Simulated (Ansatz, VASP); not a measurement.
Ni: VASP beside Ansatz

The input INCAR:

```
SYSTEM = Ni
PREC = Accurate
ENCUT = 520
EDIFF = 1E-6
ISMEAR = 0
SIGMA = 0.05
LREAL = .FALSE.
LASPH = .TRUE.
NELM = 150
ALGO = Normal
ISIF = 2
LWAVE = .FALSE.
LCHARG = .TRUE.
ISPIN = 2
MAGMOM = 1
LORBIT = 11
LMAXMIX = 4
GGA = RP
LELF = .TRUE.
LVHAR = .TRUE.
NBANDS = 15
```

File KPOINTS:

```
Automatic mesh
0
G
  13 13 13
  0 0 0
```

Contents of POSCAR:

```
Ni
1.0
    0.0000000000      1.7375729330      1.7375729330
    1.7375729330      0.0000000000      1.7375729330
    1.7375729330      1.7375729330      0.0000000000
Ni
1
Direct
    0.0000000000      0.0000000000      0.0000000000
```

The input input.yaml:

```yaml
crystal:
  lattice:
    - [0.0, 1.737572933, 1.737572933]
    - [1.737572933, 0.0, 1.737572933]
    - [1.737572933, 1.737572933, 0.0]
  atoms:
    - { symbol: Ni, position: [0.0, 0.0, 0.0], spin: 1.0 }
kpoints:
  mp_grid: { grid: [13, 13, 13] }
scf:
  occupations: { method: gaussian, width: 0.05 }
hamiltonian:
  xc: rpbe
  pseudopotentials: { kind: all_electron, lapw: { basis_error: 0.001 } }
magnetization:
  spin_polarized: true
output:
  forces: true
  stress: true
  eigenvalues: true
```

Alike in both runs: task single point; functional RPBE; k mesh 13 × 13 × 13; occupations gaussian, width 0.05 eV; collinear spin.

```csv
,VASP,Ansatz
version,VASP 6.6.1,Ansatz 0.2.0
potentials or method,"VASP PAW PBE potentials, release 64 (Ni)","all-electron LAPW, scalar-relativistic"
plane-wave cutoff (eV),520,see its input
```

Ansatz gave:

- gap on the k mesh at the Fermi level (eV): none
- pressure (GPa): 13.8
- net moment per atom (μB): 0.64
- size of the moment on the site where the two differ most (μB): 0.66

Question: Which values does VASP return?

Answer: gap on the k mesh at the Fermi level (eV): none; pressure (GPa): 13.9; net moment per atom (μB): 0.62; size of the moment on the site where the two differ most (μB): 0.63.

Site moments also hang on the region over which each program counts them. A gap of «none» marks a metal or a gap that the smearing closes. Ansatz ran all-electron here, so the differences hold the error of VASP's frozen core and of both bases.

Caveats: the PAW data sets were made with another functional, which shifts forces and pressure a little (VASP).
